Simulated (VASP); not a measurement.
# AlGa3N2 (Pmmm) in VASP: notebook

One crystal, AlGa3N2, is run at these levels: PBE; tasks: relaxation of cell and atoms.

Everything below comes from runs of VASP 6.6.1. Logs are shortened: lines on timing, memory, paths and dates and some standing lists are left out, and cuts for length are marked.

## (1) The structure

Symmetry: Pmmm, No. 47, orthorhombic system. Conventional cell: a = 3.470 Å, b = 4.171 Å, c = 6.474 Å, α = 90.00°, β = 90.00°, γ = 90.00°. Al (site symmetry mmm) is surrounded by 2 N at 1.74 Å and 2 Ga at 1.91 Å. Around Ga (site symmetry mm2) lie 1 Al at 1.91 Å and 2 N at 2.18 Å. Ga (site symmetry mmm) has 2 N at 2.09 Å as nearest neighbours. N (site symmetry mmm) is surrounded by 2 Al at 1.74 Å. N (site symmetry mmm) has 4 Ga at 2.18 Å as nearest neighbours.

The cell was built by a generator and needn't be a form met in nature.

## (2) Relaxation of cell and atoms, PBE

The input, INCAR:

```
SYSTEM = AlGa3N2
ALGO     = Fast           ! electronic algorithm
EDIFF    = 1E-4           ! SCF threshold, eV
EDIFFG   = -0.08          ! ionic threshold
ENCUT    = 520            ! plane-wave cutoff, eV
GGA      = PE             ! functional
IBRION   = 2              ! ionic algorithm
ISIF     = 3              ! what is computed and relaxed
ISMEAR   = 0              ! smearing method
KPAR     = 2            
LASPH    = .TRUE.         ! aspherical terms in the spheres
LCHARG   = .FALSE.        ! write CHGCAR
LREAL    = .FALSE.        ! projectors in reciprocal space
LWAVE    = .FALSE.        ! write WAVECAR
NELM     = 60             ! most SCF steps
NSW      = 24             ! ionic steps
PREC     = Normal         ! precision mode
SIGMA    = 0.15           ! smearing width, eV
```

The input, KPOINTS:

```
k-points
0
G
  4 4 2
  0 0 0
```

The input, POSCAR:

```
AlGa3N2
1.0
    3.4703553600      0.0000000000      0.0000000000
    0.0000000000      4.1705697700      0.0000000000
    0.0000000000      0.0000000000      6.4738263900
Al Ga N
1 3 2
Direct
    0.5000000000      0.0000000000      0.5000000000
    0.5000000000      0.0000000000      0.2051046000
    0.5000000000      0.0000000000      0.7948954000
    0.0000000000      0.5000000000      0.5000000000
    0.0000000000      0.0000000000      0.5000000000
    0.0000000000      0.0000000000      0.0000000000
```

Potentials or basis: VASP PAW PBE potentials, release 64 (Al, Ga_d, N).

Command:

```console
cat potpaw_PBE.64/Al/POTCAR potpaw_PBE.64/Ga_d/POTCAR potpaw_PBE.64/N/POTCAR > POTCAR
mpirun -np 2 vasp_std > vasp.out
```

OUTCAR:

```text
SYSTEM = AlGa3N2
   EDIFF = 1E-4
   EDIFFG = -0.08
   ENCUT = 520
   GGA = PE
   IBRION = 2
   ISIF = 3
   ISMEAR = 0
   LASPH = .TRUE.
   LREAL = .FALSE.
   NELM = 60
   NSW = 24
   PREC = Normal

 ion  position               nearest neighbor table
   1  0.500  0.000  0.500-   5 1.74   5 1.74   2 1.91   3 1.91   4 2.71   4 2.71   4 2.71   4 2.71

   2  0.500  0.000  0.205-   1 1.91   6 2.18   6 2.18   3 2.66
   3  0.500  0.000  0.795-   1 1.91   6 2.18   6 2.18   2 2.66
   4  0.000  0.500  0.500-   5 2.09   5 2.09   1 2.71   1 2.71   1 2.71   1 2.71
   5  0.000  0.000  0.500-   1 1.74   1 1.74   4 2.09   4 2.09
   6  0.000  0.000  0.000-   2 2.18   3 2.18   2 2.18   3 2.18

  LATTYP: Found a simple orthorhombic cell.
 ALAT       =     3.4703553600
 B/A-ratio  =     1.2017702331
 C/A-ratio  =     1.8654649794

  Lattice vectors:

 A1 = (   3.4703553600,   0.0000000000,   0.0000000000)
 A2 = (   0.0000000000,   4.1705697700,   0.0000000000)
 A3 = (   0.0000000000,   0.0000000000,   6.4738263900)

Analysis of symmetry for initial positions (statically):
=====================================================================
 Subroutine PRICEL returns:
 Original cell was already a primitive cell.

 Routine SETGRP: Setting up the symmetry group for a
 simple orthorhombic supercell.

 Subroutine GETGRP returns: Found  8 space group operations
 (whereof  8 operations were pure point group operations)
 out of a pool of  8 trial point group operations.

The static configuration has the point symmetry D_2h.

Analysis of symmetry for dynamics (positions and initial velocities):
=====================================================================
 Subroutine PRICEL returns:
 Original cell was already a primitive cell.

 Routine SETGRP: Setting up the symmetry group for a
 simple orthorhombic supercell.

 Subroutine GETGRP returns: Found  8 space group operations
 (whereof  8 operations were pure point group operations)
 out of a pool of  8 trial point group operations.

The dynamic configuration has the point symmetry D_2h.

 Subroutine INISYM returns: Found  8 space group operations
 (whereof  8 operations are pure point group operations),
 and found     1 'primitive' translations

----------------------------------------------------------------------------------------

                                     Primitive cell

  volume of cell :      93.6980

  direct lattice vectors                    reciprocal lattice vectors
     3.470355360  0.000000000  0.000000000     0.288154928  0.000000000  0.000000000
     0.000000000  4.170569770  0.000000000     0.000000000  0.239775392  0.000000000
     0.000000000  0.000000000  6.473826390     0.000000000  0.000000000  0.154468152

  length of vectors
     3.470355360  4.170569770  6.473826390     0.288154928  0.239775392  0.154468152

  position of ions in fractional coordinates (direct lattice)
     0.500000000  0.000000000  0.500000000
     0.500000000  0.000000000  0.205104600
     0.500000000  0.000000000  0.794895400
     0.000000000  0.500000000  0.500000000
     0.000000000  0.000000000  0.500000000
     0.000000000  0.000000000  0.000000000

  ion indices of the primitive-cell ions
   primitive index   ion index
                 1           1
                 2           2
                 3           3
                 4           4
                 5           5
                 6           6

----------------------------------------------------------------------------------------

 KPOINTS: k-points

Automatic generation of k-mesh.
 Grid dimensions read from file:
 generate k-points for:    4    4    2

 Generating k-lattice:

  Cartesian coordinates                     Fractional coordinates (reciprocal lattice)
     0.072038732  0.000000000  0.000000000     0.250000000  0.000000000  0.000000000
     0.000000000  0.059943848  0.000000000     0.000000000  0.250000000  0.000000000
     0.000000000  0.000000000  0.077234076     0.000000000  0.000000000  0.500000000

  Length of vectors
     0.072038732  0.059943848  0.077234076

  Shift w.r.t. Gamma in fractional coordinates (k-lattice)
     0.000000000  0.000000000  0.000000000

 Subroutine IBZKPT returns following result:
 ===========================================

 Found     18 irreducible k-points:

 Following reciprocal coordinates:
            Coordinates               Weight
  0.000000  0.000000  0.000000      1.000000
  0.250000  0.000000  0.000000      2.000000
  0.500000  0.000000  0.000000      1.000000
  0.000000  0.250000  0.000000      2.000000
  0.250000  0.250000  0.000000      4.000000
  0.500000  0.250000  0.000000      2.000000
[... 10 lines left out ...]
  0.250000  0.500000  0.500000      2.000000
  0.500000  0.500000  0.500000      1.000000
   k-points           NKPTS =     18   k-points in BZ     NKDIM =     18   number of bands    NBANDS=     31
   number of dos      NEDOS =    301   number of ions     NIONS =      6
   total plane-waves  NPLWV =  17280
   dimension x,y,z NGX =    20 NGY =   24 NGZ =   36
   dimension x,y,z NGXF=    40 NGYF=   48 NGZF=   72
   ions per type =               1   3   2
   NGX,Y,Z   is equivalent  to a cutoff of   9.58,  9.57,  9.24 a.u.
   NGXF,Y,Z  is equivalent  to a cutoff of  19.16, 19.13, 18.49 a.u.
 SYSTEM =  AlGa3N2
   PREC   = normal    normal or accurate (medium, high low for compatibility)
   ISTART =      0    job   : 0-new  1-cont  2-samecut
   ICHARG =      2    charge: 1-file 2-atom 10-const
   ISPIN  =      1    spin polarized calculation?
   LNONCOLLINEAR =      F non collinear calculations
   LSORBIT =      F    spin-orbit coupling
   LASPH  =      T    aspherical Exc in radial PAW
   ENCUT  =  520.0 eV  38.22 Ry    6.18 a.u.   6.45  7.75 12.04*2*pi/ulx,y,z
   NELM   =     60;   NELMIN=  2; NELMDL= -5     # of ELM steps
   EDIFF  = 0.1E-03   stopping-criterion for ELM
   LREAL  =      F    real-space projection
   EDIFFG = -.8E-01   stopping-criterion for IOM
   NSW    =     24    number of steps for IOM
   IBRION =      2    ionic relax: 0-MD 1-quasi-New 2-CG
   NFREE  =      1    steps in history (QN), initial steepest desc. (CG)
   ISIF   =      3    stress and relaxation
   ISYM   =      2    0-nonsym 1-usesym 2-fastsym
   POTIM  = 0.5000    time-step for ionic-motion
   TEBEG  =    0.0;   TEEND  =   0.0 temperature during run
   PSTRESS=    0.0 pullay stress
   NELECT =      52.0000    total number of electrons
   NUPDOWN=      -1.0000    fix difference up-down
   EMIN   =  10.00;   EMAX   =-10.00  energy-range for DOS
   EFERMI =   0.00;   METHOD = LEGACY
   ISMEAR =     0;   SIGMA  =   0.15  broadening in eV -4-tet -1-fermi 0-gaus
   EFERMI_NEDOS =   21; number of points for ismear=-14 and -15
   IALGO  =     68    algorithm
   IMIX   =      4    mixing-type and parameters
     AMIX     =   0.40;   BMIX     =  1.00
     AMIX_MAG =   1.60;   BMIX_MAG =  1.00
  volume/ion in A,a.u.               =      15.62       105.38
  Fermi-wavevector in a.u.,A,eV,Ry     =   1.345341  2.542326 24.625773  1.809943
  Thomas-Fermi vector in A             =   2.473262
   LORBIT       =      0    0 simple, 1 ext, 2 COOP (PROOUT), +10 PAW based schemes
   GGA     = PE    functional components
   LHFCALC =     F    Hartree Fock is set to
   AEXX    =    0.0000 exact exchange contribution
   IVDW    =     0    specifies the selected vdW correction
   LEPSILON=     F    determine dielectric tensor
   LRPA    =     F    only Hartree local field effects (RPA)
 conjugate gradient relaxation of ions
 non-spin polarized calculation
 RMM-DIIS sequential band-by-band and
 Gauss-broadening in eV      SIGMA  =   0.15
  energy-cutoff  :      520.00
  volume of cell :       93.70
 maximum number of plane-waves:      2568
   NGX = 13   NGY = 15   NGZ = 25

--------------------------------------- Ionic step        1  -------------------------------------------

 number of electron      51.9999867 magnetization

 Free energy of the ion-electron system (eV)
  ---------------------------------------------------
  ext. energy  EPLUGINS =         0.00000000
  ---------------------------------------------------
  free energy    TOTEN  =       -20.53836376 eV

  energy without entropy =      -20.52202862  energy(sigma->0) =      -20.53019619

 E-fermi :   4.6608     XC(G=0): -10.1829

 val. band max:        4.5702014804   @ k =   0.5000   0.5000   0.5000
 cond. band min:       4.7975444874   @ k =   0.0000   0.5000   0.5000
 fundamental gap:      0.2273430070
 Fermi energy:         4.6607783236

 k-point     1 :       0.0000    0.0000    0.0000
  band No.  band energies     occupation
      1     -12.5012      2.00000
      2     -10.6423      2.00000
      3     -10.5346      2.00000
      4     -10.4873      2.00000
      5     -10.4833      2.00000
      6     -10.4647      2.00000
[... 714 lines left out ...]
  FREE ENERGIE OF THE ION-ELECTRON SYSTEM (eV)
  ---------------------------------------------------
  free  energy   TOTEN  =       -24.2821713454 eV

  energy  without entropy=      -24.2540442167  energy(sigma->0) =      -24.26810778

[... ionic steps 4 to 16 ...]

--------------------------------------- Ionic step       17  -------------------------------------------

 number of electron      52.0000097 magnetization

------------------------ aborting loop because EDIFF is reached ----------------------------------------

  FORCE on cell =-STRESS in cart. coord.  units (eV):
  Direction    XX          YY          ZZ          XY          YZ          ZX
  --------------------------------------------------------------------------------------
  -------------------------------------------------------------------------------------
  Total        0.6429362      0.2473086      0.3075514      0.0000000      0.0000000      0.0000000
  in kB        8.4185656      3.2382428      4.0270586      0.0000000      0.0000000      0.0000000
  external PRESSURE =       5.2279557 kB  Pullay stress =       0.0000000 kB
[... 65 lines left out ...]
  energy  without entropy=      -26.2588529648  energy(sigma->0) =      -26.27152647

--------------------------------------- Ionic step       19  -------------------------------------------

 number of electron      52.0000082 magnetization

 Free energy of the ion-electron system (eV)
  ---------------------------------------------------
  ext. energy  EPLUGINS =         0.00000000
  ---------------------------------------------------
  free energy    TOTEN  =       -26.28417055 eV

  energy without entropy =      -26.25868817  energy(sigma->0) =      -26.27142936

 E-fermi :   2.7421     XC(G=0):  -8.9284

 val. band max:        2.7037763551   @ k =   0.0000   0.0000   0.5000
 cond. band min:       2.7745354389   @ k =   0.0000   0.5000   0.5000
 fundamental gap:      0.0707590838
 Fermi energy:         2.7421329533

 k-point     1 :       0.0000    0.0000    0.0000
  band No.  band energies     occupation
      1     -13.3339      2.00000
      2     -12.3258      2.00000
      3     -12.2795      2.00000
      4     -12.2773      2.00000
      5     -12.2280      2.00000
      6     -12.1432      2.00000
[... 634 lines left out ...]
  FREE ENERGIE OF THE ION-ELECTRON SYSTEM (eV)
  ---------------------------------------------------
  free  energy   TOTEN  =       -26.2841705497 eV

  energy  without entropy=      -26.2586881715  energy(sigma->0) =      -26.27142936

 reached required accuracy - stopping structural energy minimisation
```

Run time: 2.4 min. Hardware: 2 MPI ranks of Intel Xeon Platinum 8488C (Sapphire Rapids), shared host; peak memory 0.17 GiB.

What came out:

* Free energy: -26.2842 eV
* Relaxed volume: 20.42 Å³/atom
* Relaxed cell: a = 3.441 Å, b = 4.476 Å, c = 7.955 Å, α = 90.00°, β = 90.00°, γ = 90.00°
* Space group after relaxing (to 0.05 Å): Pmmm (No. 47)
* Energy gained by relaxing: 957.6 meV/atom
* Ionic steps: 19
* Pressure after relaxing: 0.4 GPa
* Largest force after relaxing: 0.018 eV/Å
* Band gap on the k mesh: none (metal or under the smearing width)

Forces in eV/Å, atoms in the order of the input:
```
Al   0.000  0.000  0.000
Ga   0.000  0.000  0.018
Ga   0.000  0.000 -0.018
Ga   0.000  0.000  0.000
N    0.000  0.000  0.000
N    0.000  0.000  0.000
```

Step by step:
| step | energy change (eV) | largest force (eV/Å) | pressure (GPa) | volume (Å³) |
| --- | --- | --- | --- | --- |
| 1 | 0.0000 | 11.6258 | 30.00 | 93.70 |
| 2 | 5.9555 | 8.7564 | 1.79 | 136.04 |
| 3 | -3.7438 | 5.2336 | 0.73 | 127.51 |
| 4 | -4.9077 | 4.0278 | 1.23 | 122.59 |
| 5 | -5.2921 | 2.2412 | 3.65 | 114.15 |
| 6 | -5.6482 | 0.2999 | -2.06 | 122.26 |
| 7 | -5.6564 | 0.0330 | -1.48 | 121.30 |
| 8 | -5.7153 | 0.2912 | 0.75 | 119.91 |
| 9 | -5.7166 | 0.2136 | 0.31 | 120.09 |
| 10 | -5.7351 | 0.0127 | 0.72 | 120.56 |
| 11 | -5.7394 | 0.2048 | 0.89 | 120.94 |
| 12 | -5.7445 | 0.0258 | -0.22 | 123.21 |
| 13 | -5.7447 | 0.1176 | 0.28 | 122.76 |
| 14 | -5.7446 | 0.0374 | -0.42 | 123.08 |
| 15 | -5.7447 | 0.0990 | 0.19 | 122.92 |
| 16 | -5.7447 | 0.0576 | -0.28 | 122.99 |
| 17 | -5.7453 | 0.0090 | 0.52 | 122.36 |
| 18 | -5.7458 | 0.0994 | -0.17 | 122.64 |
| 19 | -5.7458 | 0.0182 | 0.39 | 122.54 |

Final structure:
```cif
data_structure
_symmetry_space_group_name_H-M 'P 1'
_symmetry_Int_Tables_number 1
_cell_length_a 3.4414
_cell_length_b 4.4760
_cell_length_c 7.9554
_cell_angle_alpha 90.000
_cell_angle_beta 90.000
_cell_angle_gamma 90.000
_cell_volume 122.54
loop_
_atom_site_label
_atom_site_type_symbol
_atom_site_fract_x
_atom_site_fract_y
_atom_site_fract_z
_atom_site_occupancy
Al1 Al 0.50000 0.00000 0.50000 1
Ga1 Ga 0.50000 0.00000 0.16177 1
Ga2 Ga 0.50000 0.00000 0.83823 1
Ga3 Ga 0.00000 0.50000 0.50000 1
N1 N 0.00000 0.00000 0.50000 1
N2 N 0.00000 0.00000 0.00000 1
```

Levels at points of the mesh, in eV from the Fermi level:
```csv
k point,band 22,band 23,band 24,band 25,band 26,band 27,band 28,band 29,band 30,band 31
"(0.00, 0.00, 0.00)",-3.13,-3.11,-2.41,-1.81,0.91,0.95,2.93,3.05,3.90,4.02
"(0.50, 0.00, 0.00)",-3.49,-3.00,-2.25,-1.08,-0.70,0.61,1.66,3.14,3.34,3.41
"(0.00, 0.50, 0.00)",-2.86,-2.67,-2.38,-0.88,0.32,0.41,1.51,2.95,3.56,4.44
"(0.50, 0.50, 0.00)",-3.13,-2.87,-2.08,-1.08,-0.10,1.44,1.55,2.08,2.19,3.27
"(0.00, 0.00, 0.50)",-4.70,-2.42,-1.84,-1.62,-0.04,1.79,3.02,3.33,3.49,3.78
"(0.50, 0.00, 0.50)",-3.12,-2.73,-2.51,-1.76,-0.71,-0.34,1.88,2.73,2.94,4.67
"(0.00, 0.50, 0.50)",-2.91,-2.39,-1.26,-0.83,0.03,0.10,2.15,2.58,2.95,4.24
"(0.50, 0.50, 0.50)",-2.84,-2.74,-2.16,-1.40,-1.11,0.76,1.53,2.22,3.72,3.98
```

Caveat: the k mesh is coarse (spacing up to 0.49 Å⁻¹), so the values aren't converged; the volume moved by over 15 % at a fixed basis, so the end points are rough; the relaxation stopped at a loose force limit of 0.08 eV/Å, so its end isn't a converged minimum.

## (3) Relaxation of cell and atoms, PBE

This run uses another cell than the first one, of 17.23 Å³/atom, 1.104 times its volume.

INCAR is that of step 2.

KPOINTS is that of step 2.

The input, POSCAR:

```
AlGa3N2
1.0
    4.2045074200      0.0000000000      0.0000000000
   -2.1022537100      3.6412102300      0.0000000000
    0.0000000000      0.0000000000      6.7540524000
Al Ga N
1 3 2
Direct
    0.0000000000      0.0000000000      0.5000000000
    0.5000000000      0.0000000000      0.5000000000
    0.0000000000      0.5000000000      0.5000000000
    0.5000000000      0.5000000000      0.5000000000
    0.0000000000      0.0000000000      0.1441941600
    0.0000000000      0.0000000000      0.8558058400
```

Potentials or basis: VASP PAW PBE potentials, release 64 (Al, Ga_d, N).

Command:

```console
cat potpaw_PBE.64/Al/POTCAR potpaw_PBE.64/Ga_d/POTCAR potpaw_PBE.64/N/POTCAR > POTCAR
mpirun -np 2 vasp_std > vasp.out
```

Wall time 91 s (2 MPI ranks of Intel Xeon Platinum 8488C (Sapphire Rapids), shared host); peak memory 0.16 GiB.

Results (log left out):

```
Free energy                            : -26.6182 eV
Relaxed volume                         : 21.24 Å³/atom
Relaxed cell                           : a = 5.257 Å, b = 5.257 Å, c = 5.325 Å, α = 90.00°, β = 90.00°, γ = 120.00°
Space group after relaxing (to 0.05 Å) : P6/mmm (No. 191)
Energy gained by relaxing              : 3031.6 meV/atom
Ionic steps                            : 18
Pressure after relaxing                : 0.2 GPa
Largest force after relaxing           : 0.051 eV/Å
Band gap on the k mesh                 : none (metal or under the smearing width)
```

Forces in eV/Å, atoms in the order of the input:
```
Al   0.000  0.000  0.000
Ga   0.000  0.000  0.000
Ga   0.000  0.000  0.000
Ga   0.000  0.000  0.000
N    0.000  0.000  0.051
N    0.000  0.000 -0.051
```

Stress tensor (GPa, compression positive):
```
 0.60  0.00  0.00
 0.00  0.60  0.00
 0.00  0.00 -0.52
```

The path:
| step | energy change (eV) | largest force (eV/Å) | pressure (GPa) | volume (Å³) |
| --- | --- | --- | --- | --- |
| 1 | 0.0000 | 4.0050 | 50.19 | 103.40 |
| 2 | -14.4972 | 8.8943 | -13.46 | 188.65 |
| 3 | -14.4636 | 8.8549 | -10.58 | 159.42 |
| 4 | 92.0372 | 722.7069 | 145.70 | 138.58 |
| 5 | -13.1680 | 5.9885 | -9.67 | 159.12 |
| 6 | -13.2763 | 6.1894 | -9.59 | 158.88 |
| 7 | -17.6691 | 2.1466 | -6.19 | 149.20 |
| 8 | -16.5521 | 20.9641 | 2.66 | 146.42 |
| 9 | -17.6800 | 1.4336 | -5.93 | 148.98 |
| 10 | -17.6844 | 0.0055 | -4.81 | 148.69 |
| 11 | -18.1095 | 2.5741 | -0.72 | 135.05 |
| 12 | -18.1238 | 3.1088 | 0.64 | 132.72 |
| 13 | -17.9205 | 5.2647 | -1.79 | 127.72 |
| 14 | -18.1670 | 0.0420 | -0.47 | 131.37 |
| 15 | -18.1670 | 0.0946 | -0.51 | 131.40 |
| 16 | -18.1699 | 0.0868 | -0.30 | 131.00 |
| 17 | -18.1780 | 0.0650 | -0.26 | 129.81 |
| 18 | -18.1894 | 0.0515 | 0.23 | 127.46 |

Final structure:
```
CELL_PARAMETERS angstrom
5.25730 0.00000 0.00000
-2.62865 4.55296 0.00000
0.00000 0.00000 5.32482
ATOMIC_POSITIONS crystal
Al 0.00000 0.00000 0.50000
Ga 0.50000 0.00000 0.50000
Ga 0.00000 0.50000 0.50000
Ga 0.50000 0.50000 0.50000
N 0.00000 0.00000 0.10789
N 0.00000 0.00000 0.89211
```

Levels at points of the mesh, in eV from the Fermi level:
```csv
k point,band 22,band 23,band 24,band 25,band 26,band 27,band 28,band 29,band 30,band 31
"(0.00, 0.00, 0.00)",-2.82,-2.53,-2.53,-2.46,-2.46,-0.61,0.60,0.60,0.78,4.07
"(0.50, 0.00, 0.00)",-6.34,-4.08,-2.87,-0.92,0.34,1.65,2.56,2.60,2.89,3.39
"(0.00, 0.00, 0.50)",-3.25,-3.25,-2.78,-2.38,-2.38,-1.19,0.46,2.00,2.00,3.69
"(0.50, 0.00, 0.50)",-6.96,-4.58,-3.34,-0.18,0.85,0.92,1.22,2.62,3.55,3.87
```

Caveat: the k mesh is coarse (spacing up to 0.47 Å⁻¹), so the values aren't converged; the volume moved by over 15 % at a fixed basis, so the end points are rough; the relaxation stopped at a loose force limit of 0.08 eV/Å, so its end isn't a converged minimum.
